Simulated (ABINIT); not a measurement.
Here is an ABINIT 10.8.3 (patched build) calculation.

run.abi

```
ndtset 2

pp_dirpath "./"
pseudos "Mo.LDA_PW-JTH.xml"

acell 3*1.0 Angstrom
rprim
    -1.5838089719     1.5838089719     1.5838089719
     1.5838089719    -1.5838089719     1.5838089719
     1.5838089719     1.5838089719    -1.5838089719
ntypat 1
znucl 42
natom 1
typat 1
xred
     0.0000000000     0.0000000000     0.0000000000

ecut 408.170794 eV
pawecutdg 30.0

ixc 2

occopt 3
tsmear 0.00183747

nstep 100

iomode 3
prtwf 0
prteig 0
prtebands 0
prtden1 1

kptopt1 1
ngkpt1 12 12 12
nshiftk1 1
shiftk1 0.0 0.0 0.0
nband1 11
tolvrs1 1.0e-9

iscf2 -2
getden2 1
nband2 15
nbdbuf2 2
tolwfr2 1.0e-12
kptopt2 -5
ndivsm2 8
prteig2 1
prtvol2 -3
kptbounds2
     0.0000000000     0.0000000000     0.0000000000
     0.5000000000    -0.5000000000     0.5000000000
     0.0000000000     0.0000000000     0.5000000000
     0.0000000000     0.0000000000     0.0000000000
     0.2500000000     0.2500000000     0.2500000000
     0.5000000000    -0.5000000000     0.5000000000
```

Potentials or basis: JTH PAW LDA v2.0.

Run with:

```bash
$ abinit run.abi > log 2>&1
```

(1) Estimate the band gap on the k mesh.

(2) Estimate the pressure.

Answers

(1) none (metal or under the smearing width).

(2) -13.8 GPa.
